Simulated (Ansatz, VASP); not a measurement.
**Rh: VASP beside Ansatz**

Contents of INCAR:

```
ALGO = Normal
EDIFF = 1E-6
ENCUT = 520
GGA = PE
ISIF = 2
ISMEAR = -1
LASPH = T
LCHARG = F
LREAL = F
LWAVE = F
NBANDS = 30
NELM = 80
PREC = Accurate
SIGMA = 0.08
```

File KPOINTS:

```
k-points
0
Gamma
  8 8 11
```

POSCAR

```
Rh
1.0
    4.0092286748      0.0000000000      0.0000000000
   -2.0046143374      3.4720938819      0.0000000000
    0.0000000000      0.0000000000      2.4297879265
Rh
3
Direct
    0.0000000000      0.0000000000      0.0000000000
    0.3333333333      0.6666666667      0.5000000000
    0.6666666667      0.3333333333      0.5000000000
```

Input for Ansatz:

```yaml
crystal:
  lattice:
    - [4.0092286748, 0.0, 0.0]
    - [-2.0046143374, 3.4720938819, 0.0]
    - [0.0, 0.0, 2.4297879265]
  atoms:
    - { symbol: Rh, position: [0.0, 0.0, 0.0] }
    - { symbol: Rh, position: [0.3333333333, 0.6666666667, 0.5] }
    - { symbol: Rh, position: [0.6666666667, 0.3333333333, 0.5] }
kpoints:
  mp_grid: { grid: [8, 8, 11] }
scf:
  occupations: { method: fermi_dirac, width: 0.08 }
hamiltonian:
  xc: pbe
  pseudopotentials: { kind: all_electron, lapw: { basis_error: 0.001 } }
output:
  forces: true
  stress: true
  eigenvalues: true
  populations: true
```

Change from the starting cell: volume scaled by 0.78, LAPW.

Alike in both runs: task single point; functional PBE; k mesh 8 × 8 × 11; occupations fermi-dirac, width 0.08 eV; no spin polarisation.

```csv
,VASP,Ansatz
version,VASP 6.6.1,Ansatz 0.2.0
potentials or method,"VASP PAW PBE potentials, release 64 (Rh_pv)","all-electron LAPW, scalar-relativistic"
plane-wave cutoff (eV),520,see its input
```

```tsv
	VASP	Ansatz	Ansatz less VASP
pressure (GPa)	111.5	110.9	-0.58
largest component of the traceless stress (GPa)	0.13	0.03	-0.096
```

Ansatz ran all-electron here, so the differences hold the error of VASP's frozen core and of both bases.

Caveats: the cell as given lies far from equilibrium; so large a pressure means that the cell lies far from this level's equilibrium, or that cutoff or potentials fall short (VASP).
